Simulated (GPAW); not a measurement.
Runs of GPAW 26.7.0 on V. Symmetry: Im-3m, No. 229, cubic system. The conventional cell has a = 3.029 Å, b = 3.029 Å, c = 3.029 Å, α = 90.00°, β = 90.00°, γ = 90.00°. V (site symmetry m-3m) is surrounded by 8 V at 2.62 Å. 

| task | level | potentials or basis | spin | U | cell | k mesh | smearing | U projector left unscaled | maxiter | band path | band points | data set | other keys | gap on the mesh (eV) | pressure (GPa) | moment (μB) |
| --- | --- | --- | --- | --- | --- | --- | --- | --- | --- | --- | --- | --- | --- | --- | --- | --- |
| band structure | SCAN+D3(BJ)+U | GPAW PAW data sets (gpaw-data 1.2.1), other valence, pw | collinear, ferromagnetic start | V d U = 6.2 eV | as given | 12 × 12 × 12 | fermi-dirac 0.05 eV | no | 50 | GHNGPH,PN | 80 | V 5 | several, not listed | - | 70.1 | 2.58 |
| band structure | BP86+U | PAW data sets generated in the run's folder for this functional, pw | collinear, random start | V d U = 3 eV | as given | 12 × 12 × 12 | fermi-dirac 0.05 eV | no | 150 | GHNGPH,PN | 60 | - | - | - | 0.6 | 0.00 |
| electron localisation function | PBEsol | PAW data sets generated in the run's folder for this functional, pw | collinear, ferromagnetic start | - | as given | 12 × 12 × 12 | fermi-dirac 0.001 eV | - | 60 | - | - | - | several, not listed | none | (a) | 0.10 |
| single point | C09-vdW | GPAW PAW data sets (gpaw-data 1.2.1), pw | collinear, random start | - | cell strained at random at fixed volume | 9 × 9 × 9 | fermi-dirac 0.05 eV | - | 150 | - | - | - | - | none | - | 0.00 |

Alike in all rows: cutoff (eV) 600.

Q: Fill in the values left out.

A: (a) -10.6.

Caveats: the PAW data sets were made with another functional, which shifts forces and pressure a little (some runs); the U is typed as a test and isn't derived for this compound (some runs); a pressure of tens of GPa on the cell as given is suspect, and the run, the potentials or the cell itself is likely at fault (some runs); pairwise dispersion overbinds metals, which lowers pressure and volume (some runs).

A gap of «none» marks a metal or a gap under the smearing width.

The runs don't all hold the same shells in valence.

Runs at the PBE level aren't shown here.
